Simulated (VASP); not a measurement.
Write the native input for VASP 6.6.1 that does the following.

```yaml
Task: work function
Functional: PBEsol
Potentials_or_basis: VASP PAW PBE potentials, release 64 (Al, N)
Cutoff: 520 eV
k_mesh: 8 × 6 × 1
Occupations: gaussian, width 0.05 eV
Spin: no spin polarisation
Dipole_correction: yes
Further_INCAR_settings: ALGO = Normal; EDIFF = 1e-07
```

The structure of AlN lies in POSCAR:

```
AlN                                     
1.0
    3.1130000000      0.0000000000      0.0000000000
    0.0000000000      4.9810000000      0.0000000000
    0.0000000000      0.0000000000     38.4661423500
  Al              N             
    18    18
Direct
     0.0000000001000018    0.0239136497000393    0.2143271231700631
     0.5000000000000000    0.4919672833012972    0.2289133158363977
     0.5000000001000018    0.0004747067398484    0.2787202771733860
     0.0000000000000000    0.4958016566308491    0.3007306802274634
     0.0000000001000018    0.9987461872252920    0.3480298612310642
     0.5000000000000000    0.4980329573932300    0.3711770887731823
     0.5000000001000018    0.9988582983988902    0.4181100822114429
     0.0000000000000000    0.4989166351365525    0.4414556848744518
     0.0000000001000018    0.9991405317898265    0.4883225636507748
     0.5000000000000000    0.4991405317898267    0.5116774363492248
     0.5000000001000018    0.9989166351365522    0.5585443151255480
     0.0000000000000000    0.4988582983988901    0.5818899177885571
     0.0000000001000018    0.9980329573932299    0.6288229112268179
     0.5000000000000000    0.4987461872252919    0.6519701387689363
     0.5000000001000018    0.9958016566308490    0.6992693197725367
     0.0000000000000000    0.5004747067398485    0.7212797228266140
     0.0000000001000018    0.9919672833012969    0.7710866841636022
     0.5000000000000000    0.5239136497000392    0.7856728768299371
     0.0000000001000018    0.3764564860902260    0.2086630877282318
     0.5000000000000000    0.8739922228922609    0.2308755688956353
     0.5000000001000018    0.3802267304368416    0.2777560997012443
     0.0000000000000000    0.8791672386038558    0.3011492240563425
     0.0000000001000018    0.3803167324976192    0.3478349077425666
     0.5000000000000000    0.8804709093580499    0.3712908275555672
     0.5000000001000018    0.3810799453248766    0.4180220629135897
     0.0000000000000000    0.8811627329978253    0.4415448817263549
     0.0000000001000018    0.3812750954826425    0.4882533474774140
     0.5000000000000000    0.8812750954826427    0.5117466525225859
     0.5000000001000018    0.3811627329978253    0.5584551182736450
     0.0000000000000000    0.8810799453248767    0.5819779370864105
     0.0000000001000018    0.3804709093580498    0.6287091724444327
     0.5000000000000000    0.8803167324976193    0.6521650922574332
     0.5000000001000018    0.3791672386038558    0.6988507759436575
     0.0000000000000000    0.8802267304368419    0.7222439002987562
     0.0000000001000018    0.3739922228922606    0.7691244311043648
     0.5000000000000000    0.8764564860902258    0.7913369122717681
```

These files were run (other wordings do the same):

INCAR

```
SYSTEM = AlN
ALGO = Normal
DIPOL = 0.5 0.5 0.500
EDIFF = 1E-7
ENCUT = 520
GGA = PS
IDIPOL = 3
ISIF = 2
ISMEAR = 0
KPAR = 8
LASPH = .TRUE.
LCHARG = .TRUE.
LDIPOL = .TRUE.
LREAL = .FALSE.
LVACPOTAV = .TRUE.
LVHAR = .TRUE.
LWAVE = .FALSE.
NELM = 60
PREC = Accurate
SIGMA = 0.05
```

KPOINTS

```
k-points
0
G
  8 6 1
  0 0 0
```

Potentials or basis: VASP PAW PBE potentials, release 64 (Al, N).

Launch:

```console
$ cat potpaw_PBE.64/Al/POTCAR potpaw_PBE.64/N/POTCAR > POTCAR
$ mpirun -np 8 vasp_std > vasp.out
```

It gave:

The largest force is 0.013 eV/Å, the band gap on the k mesh is 2.81 eV, indirect (least direct gap 2.94 eV) and the ionisation potential of the upper face is 5.72 eV.

Caveat: the PAW data sets were made with another functional, which shifts forces and pressure a little.

Wall time 6.4 min on 8 MPI ranks on Intel(R) Xeon(R) 6975P-C (Granite Rapids), on a shared host, peak memory 1 GiB a rank.
